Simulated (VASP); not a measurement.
Here is a VASP 6.6.1 calculation.

Contents of INCAR:

```
SYSTEM = SiC
ALGO = Normal ; EDIFF = 1E-6
EDIFFG = -0.02 ; ENCUT = 600
GGA = CA ; IBRION = 2
ISIF = 3 ; ISMEAR = 0
KPAR = 2 ; LASPH = .TRUE.
LATTICE_CONSTRAINTS = .FALSE. .FALSE. .TRUE. ; LCHARG = .FALSE.
LREAL = .FALSE. ; LWAVE = .FALSE.
NELM = 60 ; NSW = 60
PREC = Accurate ; SIGMA = 0.02
```

File KPOINTS:

```
k-points
0
G
  8 5 5
  0 0 0
```

Contents of POSCAR:

```
SiC
1.0
    3.1022835425      0.0000000000      0.0000000000
    0.0000000000      5.0256993388      0.0000000000
    0.0000000000      0.0000000000      5.3136645307
Si C
4 4
Direct
    0.0000000000      0.0000000000      0.3333333333
    0.5000000000      0.0000000000      0.8333333333
    0.5000000000      0.5000000000      0.1666666667
    0.0000000000      0.5000000000      0.6666666667
    0.0000000000      0.6220000000      0.3333333333
    0.5000000000      0.6220000000      0.8333333333
    0.5000000000      0.1220000000      0.1666666667
    0.0000000000      0.1220000000      0.6666666667
```

Potentials or basis: VASP PAW LDA potentials, release 64 (Si, C).

The run is started by

```sh
$ cat potpaw_LDA.64/Si/POTCAR potpaw_LDA.64/C/POTCAR > POTCAR
$ mpirun -np 2 vasp_std > vasp.out
```

Q: Estimate the relaxed volume.

A: 10.29 Å³/atom.

Q: What does it give for the space group after relaxing (to 0.05 Å)?

A: Cmc2_1 (No. 36).

Forces on the atoms (eV/Å):
```
Si   0.000 -0.005  0.014
Si   0.000 -0.005  0.014
Si   0.000 -0.005 -0.014
Si   0.000 -0.005 -0.014
C    0.000  0.005 -0.006
C    0.000  0.005 -0.006
C    0.000  0.005  0.006
C    0.000  0.005  0.006
```
